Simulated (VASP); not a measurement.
# InAs (F-43m) in VASP: band structure with HSE06

Aim: the band structure of InAs with HSE06.

Everything below comes from runs of VASP 6.6.1. Logs are shortened: lines on timing, memory, paths and dates and some standing lists are left out, and cuts for length are marked.

**Experimental background.**

A printed reference work, data compilation reports, for a bulk crystal of InAs at 4.2 K: band gap 0.418 eV (direct).

The runs below are set against these values where they give the same quantity.

### Step 1. The crystal as given

Symmetry: F-43m, No. 216, cubic system. Conventional cell: a = 6.036 Å, b = 6.036 Å, c = 6.036 Å, α = 90.00°, β = 90.00°, γ = 90.00°. In (site symmetry -43m) has 4 As at 2.61 Å as nearest neighbours. As (site symmetry -43m) has 4 In at 2.61 Å as nearest neighbours.

### Step 2. Band structure, HSE06

Input file POSCAR:

```
InAs
1.0
    0.0000000000      3.0180000000      3.0180000000
    3.0180000000      0.0000000000      3.0180000000
    3.0180000000      3.0180000000      0.0000000000
In As
1 1
Direct
    0.0000000000      0.0000000000      0.0000000000
    0.2500000000      0.2500000000      0.2500000000
```

Input file INCAR.step1:

```
SYSTEM = InAs
  ALGO = Normal
  EDIFF = 1E-5
  ENCUT = 520
  GGA = PE
  ISIF = 2
  ISMEAR = 0
  LASPH = .TRUE.
  LCHARG = .FALSE.
  LREAL = .FALSE.
  LWAVE = .TRUE.
  NBANDS = 16
  NELM = 100
  PREC = Accurate
  SIGMA = 0.1
```

Input file INCAR.step2:

```
SYSTEM = InAs
  ALGO = Normal
  EDIFF = 1E-6
  ENCUT = 520
  GGA = PE
  HFSCREEN = 0.2
  ISIF = 2
  ISMEAR = 0
  ISTART = 1
  LASPH = .TRUE.
  LCHARG = .FALSE.
  LHFCALC = .TRUE.
  LREAL = .FALSE.
  LWAVE = .FALSE.
  NBANDS = 16
  NELM = 100
  PREC = Accurate
  PRECFOCK = Fast
  SIGMA = 0.1
```

Input file KPOINTS:

```
k-points
0
G
  6 6 6
  0 0 0
```

Input file KPOINTS_OPT:

```
path GXWKGLUWLK,UX
10
line-mode
reciprocal
 0.0000000000  0.0000000000  0.0000000000  G
 0.5000000000  0.0000000000  0.5000000000  X

 0.5000000000  0.0000000000  0.5000000000  X
 0.5000000000  0.2500000000  0.7500000000  W

 0.5000000000  0.2500000000  0.7500000000  W
 0.3750000000  0.3750000000  0.7500000000  K

 0.3750000000  0.3750000000  0.7500000000  K
 0.0000000000  0.0000000000  0.0000000000  G

 0.0000000000  0.0000000000  0.0000000000  G
 0.5000000000  0.5000000000  0.5000000000  L

 0.5000000000  0.5000000000  0.5000000000  L
 0.6250000000  0.2500000000  0.6250000000  U

 0.6250000000  0.2500000000  0.6250000000  U
 0.5000000000  0.2500000000  0.7500000000  W

 0.5000000000  0.2500000000  0.7500000000  W
 0.5000000000  0.5000000000  0.5000000000  L

 0.5000000000  0.5000000000  0.5000000000  L
 0.3750000000  0.3750000000  0.7500000000  K

 0.6250000000  0.2500000000  0.6250000000  U
 0.5000000000  0.0000000000  0.5000000000  X
```

Potentials or basis: VASP PAW PBE potentials, release 64 (In_d, As).

Run with:

```console
$ cat potpaw_PBE.64/In_d/POTCAR potpaw_PBE.64/As/POTCAR > POTCAR
$ cp INCAR.step1 INCAR
$ mpirun -np 1 vasp_std > vasp.out
$ cp INCAR.step2 INCAR
$ mpirun -np 1 vasp_std > vasp.out
```

OUTCAR:

```text
SYSTEM = InAs
   EDIFF = 1E-6
   ENCUT = 520
   GGA = PE
   HFSCREEN = 0.2
   ISIF = 2
   ISMEAR = 0
   ISTART = 1
   LASPH = .TRUE.
   LHFCALC = .TRUE.
   LREAL = .FALSE.
   NELM = 100
   PREC = Accurate
   PRECFOCK = Fast

 ion  position               nearest neighbor table
   1  0.000  0.000  0.000-   2 2.61   2 2.61   2 2.61   2 2.61
   2  0.250  0.250  0.250-   1 2.61   1 2.61   1 2.61   1 2.61

  LATTYP: Found a face centered cubic cell.
 ALAT       =     6.0360000000

  Lattice vectors:

 A1 = (   0.0000000000,   3.0180000000,   3.0180000000)
 A2 = (   3.0180000000,   0.0000000000,   3.0180000000)
 A3 = (   3.0180000000,   3.0180000000,   0.0000000000)

Analysis of symmetry for initial positions (statically):
=====================================================================
 Subroutine PRICEL returns:
 Original cell was already a primitive cell.

 Routine SETGRP: Setting up the symmetry group for a
 face centered cubic supercell.

 Subroutine GETGRP returns: Found 24 space group operations
 (whereof 24 operations were pure point group operations)
 out of a pool of 48 trial point group operations.

The static configuration has the point symmetry T_d .

Analysis of symmetry for dynamics (positions and initial velocities):
=====================================================================
 Subroutine PRICEL returns:
 Original cell was already a primitive cell.

 Routine SETGRP: Setting up the symmetry group for a
 face centered cubic supercell.

 Subroutine GETGRP returns: Found 24 space group operations
 (whereof 24 operations were pure point group operations)
 out of a pool of 48 trial point group operations.

The dynamic configuration has the point symmetry T_d .

 Subroutine INISYM returns: Found 24 space group operations
 (whereof 24 operations are pure point group operations),
 and found     1 'primitive' translations

----------------------------------------------------------------------------------------

                                     Primitive cell

  volume of cell :      54.9778

  direct lattice vectors                    reciprocal lattice vectors
     0.000000000  3.018000000  3.018000000    -0.165672631  0.165672631  0.165672631
     3.018000000  0.000000000  3.018000000     0.165672631 -0.165672631  0.165672631
     3.018000000  3.018000000  0.000000000     0.165672631  0.165672631 -0.165672631

  length of vectors
     4.268096531  4.268096531  4.268096531     0.286953414  0.286953414  0.286953414

  position of ions in fractional coordinates (direct lattice)
     0.000000000  0.000000000  0.000000000
     0.250000000  0.250000000  0.250000000

  ion indices of the primitive-cell ions
   primitive index   ion index
                 1           1
                 2           2

----------------------------------------------------------------------------------------

 KPOINTS: k-points

Automatic generation of k-mesh.
 Grid dimensions read from file:
 generate k-points for:    6    6    6

 Generating k-lattice:

  Cartesian coordinates                     Fractional coordinates (reciprocal lattice)
    -0.027612105  0.027612105  0.027612105     0.166666667  0.000000000  0.000000000
     0.027612105 -0.027612105  0.027612105     0.000000000  0.166666667  0.000000000
     0.027612105  0.027612105 -0.027612105     0.000000000  0.000000000  0.166666667

  Length of vectors
     0.047825569  0.047825569  0.047825569

  Shift w.r.t. Gamma in fractional coordinates (k-lattice)
     0.000000000  0.000000000  0.000000000

 Subroutine IBZKPT returns following result:
 ===========================================

 Found     16 irreducible k-points:

 Following reciprocal coordinates:
            Coordinates               Weight
  0.000000  0.000000  0.000000      1.000000
  0.166667  0.000000  0.000000      8.000000
  0.333333  0.000000  0.000000      8.000000
  0.500000  0.000000  0.000000      4.000000
  0.166667  0.166667  0.000000      6.000000
  0.333333  0.166667  0.000000     24.000000
[... 8 lines left out ...]
 -0.333333  0.333333  0.166667     24.000000
 -0.333333  0.500000  0.166667     12.000000
   k-points           NKPTS =     16   k-points in BZ     NKDIM =    216   number of bands    NBANDS=     16
   number of dos      NEDOS =    301   number of ions     NIONS =      2
   total plane-waves  NPLWV =  32768
   dimension x,y,z NGX =    32 NGY =   32 NGZ =   32
   dimension x,y,z NGXF=    64 NGYF=   64 NGZF=   64
   ions per type =               1   1
   NGX,Y,Z   is equivalent  to a cutoff of  12.46, 12.46, 12.46 a.u.
   NGXF,Y,Z  is equivalent  to a cutoff of  24.93, 24.93, 24.93 a.u.
 SYSTEM =  InAs
   PREC   = accura    normal or accurate (medium, high low for compatibility)
   ISTART =      1    job   : 0-new  1-cont  2-samecut
   ICHARG =      0    charge: 1-file 2-atom 10-const
   ISPIN  =      1    spin polarized calculation?
   LNONCOLLINEAR =      F non collinear calculations
   LSORBIT =      F    spin-orbit coupling
   LASPH  =      T    aspherical Exc in radial PAW
   ENCUT  =  520.0 eV  38.22 Ry    6.18 a.u.   7.94  7.94  7.94*2*pi/ulx,y,z
   NELM   =    100;   NELMIN=  2; NELMDL=  0     # of ELM steps
   EDIFF  = 0.1E-05   stopping-criterion for ELM
   LREAL  =      F    real-space projection
   EDIFFG = 0.1E-04   stopping-criterion for IOM
   NSW    =      0    number of steps for IOM
   IBRION =     -1    ionic relax: 0-MD 1-quasi-New 2-CG
   NFREE  =      0    steps in history (QN), initial steepest desc. (CG)
   ISIF   =      2    stress and relaxation
   ISYM   =      3    0-nonsym 1-usesym 2-fastsym
   POTIM  = 0.5000    time-step for ionic-motion
   TEBEG  =    0.0;   TEEND  =   0.0 temperature during run
   PSTRESS=    0.0 pullay stress
   NELECT =      18.0000    total number of electrons
   NUPDOWN=      -1.0000    fix difference up-down
   EMIN   =  10.00;   EMAX   =-10.00  energy-range for DOS
   EFERMI =   0.00;   METHOD = LEGACY
   ISMEAR =     0;   SIGMA  =   0.10  broadening in eV -4-tet -1-fermi 0-gaus
   EFERMI_NEDOS =   21; number of points for ismear=-14 and -15
   IALGO  =     38    algorithm
   IMIX   =      1    mixing-type and parameters
     AMIX     =   0.40;   BMIX     =  1.00
     AMIX_MAG =   1.60;   BMIX_MAG =  1.00
  volume/ion in A,a.u.               =      27.49       185.50
  Fermi-wavevector in a.u.,A,eV,Ry     =   1.128331  2.132236 17.321990  1.273130
  Thomas-Fermi vector in A             =   2.265020
   LORBIT       =      0    0 simple, 1 ext, 2 COOP (PROOUT), +10 PAW based schemes
   GGA     = PE    functional components
   LHFCALC =     T    Hartree Fock is set to
   PRECFOCK=fast      Normal, Fast or Accurate (Low or Medium for compatibility)
   ENCUT4O =  -1.0   cutoff for four orbital integrals eV
   NKREDX  =     1    reduce k-point grid by
   NKREDY  =     1    reduce k-point grid by
   NKREDZ  =     1    reduce k-point grid by
   AEXX    =    0.2500 exact exchange contribution
   HFSCREEN=    0.2000 screening length (either q_TF or 0.3 A-1)
   HFSCREENC=   0.2000 screening length for correlation (either q_TF or 0.3 A-1)
   ENCUTFOCK=  -1.0 apply spherical cutoff to Coloumb kernel
   IVDW    =     0    specifies the selected vdW correction
   LEPSILON=     F    determine dielectric tensor
   LRPA    =     F    only Hartree local field effects (RPA)
 non-spin polarized calculation
 Gauss-broadening in eV      SIGMA  =   0.10
  energy-cutoff  :      520.00
  volume of cell :       54.98
 maximum number of plane-waves:      1492
  NGX = 18; NGY = 18; NGZ = 18

 number of electron      17.9999991 magnetization

 Free energy of the ion-electron system (eV)
  ---------------------------------------------------
  ext. energy  EPLUGINS =         0.00000000
  ---------------------------------------------------
  free energy    TOTEN  =        -9.23328146 eV

  energy without entropy =       -9.23328129  energy(sigma->0) =       -9.23328137

 E-fermi :   4.4459     XC(G=0):  -7.5879

 val. band max:        4.1444929581   @ k =   0.0000   0.0000   0.0000
 cond. band min:       4.7294904495   @ k =   0.0000   0.0000   0.0000
 fundamental gap:      0.5849974915
 Fermi energy:         4.4459072598

 k-point     1 :       0.0000    0.0000    0.0000
  band No.  band energies     occupation
      1     -12.0002      2.00000
      2     -12.0002      2.00000
      3     -12.0002      2.00000
      4     -11.8642      2.00000
      5     -11.8642      2.00000
      6      -8.9360      2.00000
[... 8 lines left out ...]
     15      14.7866      0.00000
     16      14.7866      0.00000

 k-point     2 :       0.1667    0.0000    0.0000
  band No.  band energies     occupation
      1     -12.0312      2.00000
      2     -11.9901      2.00000
      3     -11.9901      2.00000
      4     -11.8643      2.00000
      5     -11.8643      2.00000
      6      -8.6262      2.00000
[... 8 lines left out ...]
     15      13.6298      0.00000
     16      13.7130      0.00000

 k-point     3 :       0.3333    0.0000    0.0000
  band No.  band energies     occupation
      1     -12.0887      2.00000
      2     -11.9734      2.00000
      3     -11.9734      2.00000
      4     -11.8609      2.00000
      5     -11.8609      2.00000
      6      -7.8486      2.00000
[... 8 lines left out ...]
     15      14.1779      0.00000
     16      14.1779      0.00000

 k-point     4 :       0.5000    0.0000    0.0000
  band No.  band energies     occupation
      1     -12.1157      2.00000
      2     -11.9671      2.00000
      3     -11.9671      2.00000
      4     -11.8569      2.00000
      5     -11.8569      2.00000
      6      -7.3064      2.00000
[... 8 lines left out ...]
     15      16.0111      0.00000
     16      16.0111      0.00000

 k-point     5 :       0.1667    0.1667    0.0000
  band No.  band energies     occupation
      1     -12.0512      2.00000
      2     -11.9799      2.00000
      3     -11.9799      2.00000
      4     -11.8723      2.00000
      5     -11.8587      2.00000
      6      -8.5236      2.00000
[... 8 lines left out ...]
     15      14.6778      0.00000
     16      15.1049      0.00000

 k-point     6 :       0.3333    0.1667    0.0000
  band No.  band energies     occupation
      1     -12.0973      2.00000
      2     -11.9650      2.00000
      3     -11.9611      2.00000
      4     -11.8764      2.00000
      5     -11.8542      2.00000
      6      -7.8924      2.00000
[... 8 lines left out ...]
     15      15.2181      0.00000
     16      15.2903      0.00000
[... 115 lines left out ...]
 k-point    13 :       0.5000    0.5000    0.0000
  band No.  band energies     occupation
      1     -12.1761      2.00000
      2     -11.9164      2.00000
      3     -11.9164      2.00000
      4     -11.9031      2.00000
      5     -11.8420      2.00000
      6      -6.6964      2.00000
[... 8 lines left out ...]
     15      16.7235      0.00000
     16      17.4432      0.00000

 k-point    14 :       0.5000    0.3333    0.1667
  band No.  band energies     occupation
      1     -12.1302      2.00000
      2     -11.9539      2.00000
      3     -11.9419      2.00000
      4     -11.8797      2.00000
      5     -11.8533      2.00000
      6      -7.2542      2.00000
[... 8 lines left out ...]
     15      15.8840      0.00000
     16      17.3244      0.00000

 k-point    15 :      -0.3333    0.3333    0.1667
  band No.  band energies     occupation
      1     -12.1422      2.00000
      2     -11.9531      2.00000
      3     -11.9333      2.00000
      4     -11.8757      2.00000
      5     -11.8571      2.00000
      6      -6.8357      2.00000
[... 8 lines left out ...]
     15      16.0784      0.00000
     16      17.1057      0.00000

 k-point    16 :      -0.3333    0.5000    0.1667
  band No.  band energies     occupation
      1     -12.1587      2.00000
      2     -11.9396      2.00000
      3     -11.9221      2.00000
      4     -11.8870      2.00000
      5     -11.8513      2.00000
      6      -6.6545      2.00000
[... 8 lines left out ...]
     15      16.9683      0.00000
     16      17.1067      0.00000

------------------------ aborting loop because EDIFF is reached ----------------------------------------

  FORCE on cell =-STRESS in cart. coord.  units (eV):
  Direction    XX          YY          ZZ          XY          YZ          ZX
  --------------------------------------------------------------------------------------
  -------------------------------------------------------------------------------------
  Total        0.6917485      0.6917485      0.6917485     -0.0000000      0.0000000     -0.0000000
  in kB       20.1590987     20.1590987     20.1590987     -0.0000000      0.0000000     -0.0000000
  external PRESSURE =      20.1590987 kB  Pullay stress =       0.0000000 kB

 VOLUME and BASIS-vectors are now :
 -----------------------------------------------------------------------------
  energy-cutoff  :      520.00
  volume of cell :       54.98
      direct lattice vectors                 reciprocal lattice vectors
     0.000000000  3.018000000  3.018000000    -0.165672631  0.165672631  0.165672631
     3.018000000  0.000000000  3.018000000     0.165672631 -0.165672631  0.165672631
     3.018000000  3.018000000  0.000000000     0.165672631  0.165672631 -0.165672631

 POSITION                                       TOTAL-FORCE (eV/Angst)
 -----------------------------------------------------------------------------------
      0.00000      0.00000      0.00000         0.000000      0.000000      0.000000
      1.50900      1.50900      1.50900        -0.000000     -0.000000     -0.000000
 -----------------------------------------------------------------------------------
    total drift:                                0.000025      0.000024      0.000018

  FREE ENERGIE OF THE ION-ELECTRON SYSTEM (eV)
  ---------------------------------------------------
  free  energy   TOTEN  =        -9.2332814597 eV

  energy  without entropy=       -9.2332812869  energy(sigma->0) =       -9.23328137
```

Run time: 71 min. Hardware: 1 thread of Intel Xeon 6975P-C (Granite Rapids), shared host; peak memory 0.35 GiB.

Results:

```yaml
Free_energy: -9.2333 eV
Pressure: 2.0 GPa
Band_gap_on_the_k_mesh: 0.58 eV, direct
Band_gap_along_the_path: 0.58 eV, direct
```

Levels at the corners of the path, in eV from the valence-band top:
```csv
point,band 5,band 6,band 7,band 8,band 9,band 10,band 11,band 12,band 13,band 14
Γ,-16.01,-13.08,0.00,0.00,0.00,0.58,4.69,4.69,4.69,8.50
X,-15.99,-10.84,-6.35,-2.55,-2.55,2.13,2.74,10.37,10.55,10.55
X,-15.99,-10.84,-6.35,-2.55,-2.55,2.13,2.74,10.37,10.55,10.55
W,-16.00,-10.78,-6.17,-3.24,-3.12,5.00,5.19,5.93,6.86,11.10
W,-16.00,-10.78,-6.17,-3.24,-3.12,5.00,5.19,5.93,6.86,11.10
K,-16.00,-10.86,-6.19,-3.58,-2.13,2.77,5.13,8.35,8.47,8.80
K,-16.00,-10.86,-6.19,-3.58,-2.13,2.77,5.13,8.35,8.47,8.80
Γ,-16.01,-13.08,0.00,0.00,0.00,0.58,4.69,4.69,4.69,8.50
Γ,-16.01,-13.08,0.00,0.00,0.00,0.58,4.69,4.69,4.69,8.50
L,-16.00,-11.45,-6.29,-1.08,-1.08,1.69,5.48,5.48,7.73,10.15
L,-16.00,-11.45,-6.29,-1.08,-1.08,1.69,5.48,5.48,7.73,10.15
U,-16.00,-10.86,-6.19,-3.58,-2.13,2.77,5.13,8.35,8.47,8.80
U,-16.00,-10.86,-6.19,-3.58,-2.13,2.77,5.13,8.35,8.47,8.80
W,-16.00,-10.78,-6.17,-3.24,-3.12,5.00,5.19,5.93,6.86,11.10
W,-16.00,-10.78,-6.17,-3.24,-3.12,5.00,5.19,5.93,6.86,11.10
L,-16.00,-11.45,-6.29,-1.08,-1.08,1.69,5.48,5.48,7.73,10.15
L,-16.00,-11.45,-6.29,-1.08,-1.08,1.69,5.48,5.48,7.73,10.15
K,-16.00,-10.86,-6.19,-3.58,-2.13,2.77,5.13,8.35,8.47,8.80
U,-16.00,-10.86,-6.19,-3.58,-2.13,2.77,5.13,8.35,8.47,8.80
X,-15.99,-10.84,-6.35,-2.55,-2.55,2.13,2.74,10.37,10.55,10.55
```

Caveat: the PAW data sets were made with another functional, which shifts forces and pressure a little; spin-orbit coupling is left out, which moves the levels of the heavy elements.

### Step 3. Against experiment

Step 2. Measured gap of InAs: 0.418 eV (direct; 4.2 K; a printed reference work, data compilation). This calculation gives 0.58 eV (+0.17 eV). Spin-orbit coupling on As, In is left out. The value is that of HSE06, without temperature or zero-point motion.
